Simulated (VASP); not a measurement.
# AlN (strained zincblende): one PBE single-point calculation in two programs

```cif
data_structure
_symmetry_space_group_name_H-M 'P 1'
_symmetry_Int_Tables_number 1
_cell_length_a 3.0899
_cell_length_b 3.0799
_cell_length_c 3.0799
_cell_angle_alpha 60.215
_cell_angle_beta 59.892
_cell_angle_gamma 59.892
_cell_volume 20.72
loop_
_atom_site_label
_atom_site_type_symbol
_atom_site_fract_x
_atom_site_fract_y
_atom_site_fract_z
_atom_site_occupancy
Al1 Al 0.00000 0.00000 0.00000 1
N1 N 0.25000 0.25000 0.25000 1
```

Each program uses its own PAW datasets. VASP's cell holds 8 valence electrons and Ansatz's 8. Ansatz's stress includes a Pulay correction; VASP's doesn't.

Cutoffs: 520 eV in VASP, 420 eV in Ansatz. k meshes: 10×10×10 and 10×10×10.

```json
{"": "gap between bands v and c", "VASP": "3.28 eV", "Ansatz": "3.29 eV"}
{"": "least direct gap", "VASP": "4.22 eV", "Ansatz": "4.21 eV"}
{"": "pressure", "VASP": "5.7 GPa", "Ansatz": "6.0 GPa"}
```

Band v is the last that the valence electrons fill when counted band by band, and c is the next. Levels in eV from the top of v, Ansatz:

| point | v−1 | v | c | c+1 |
| --- | --- | --- | --- | --- |
| Γ | -0.03 | 0.00 | 4.21 | 12.61 |
| X | -1.77 | -1.77 | 3.32 | 8.67 |
| K | -3.65 | -1.37 | 5.18 | 10.15 |
| L | -0.52 | -0.47 | 7.41 | 9.88 |
| W | -3.47 | -2.72 | 6.08 | 11.44 |

VASP:

| point | v−1 | v | c | c+1 |
| --- | --- | --- | --- | --- |
| Γ | -0.03 | 0.00 | 4.22 | 12.59 |
| X | -1.78 | -1.78 | 3.31 | 8.66 |
| K | -3.66 | -1.37 | 5.17 | 10.16 |
| L | -0.53 | -0.47 | 7.41 | 9.88 |
| W | -3.48 | -2.73 | 6.08 | 11.45 |
